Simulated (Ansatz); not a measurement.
Crystal: Y.

```xyz
1
Lattice="0.0000 2.5520 2.5520 2.5520 0.0000 2.5520 2.5520 2.5520 0.0000" Properties=species:S:1:pos:R:3 pbc="T T T"
Y     0.0000    0.0000    0.0000
```

This isn't the form of Y at room conditions, which is hcp.

Base run:

* Program: Ansatz 0.2.0
* Functional: LDA
* Potentials or basis: all-electron LAPW, scalar-relativistic
* Cutoff: 129 eV
* Density cutoff: 518 eV
* Basis error allowed: 0.001 eV/atom
* k mesh: 9 × 9 × 9
* Occupations: fermi-dirac, width 0.05 eV
* Spin: no spin polarisation
* Hubbard terms: Y d U = 3 eV

Its results: band gap on the k mesh none (metal or under the smearing width); pressure 0.4 GPa.

Question: The run is repeated on the same cell with these changes: hubbard terms from Y d U = 3 eV to Y d U = 4 eV. What comes out?

Answer: Band gap on the k mesh none (metal or under the smearing width); pressure 2.4 GPa.

Caveats: U is the effective U less J, on atomic orbitals that reach past the spheres; U without spin polarisation on a metal has little footing; the U is typed as a test and isn't derived for this compound.

Not every run made on this cell is shown here.
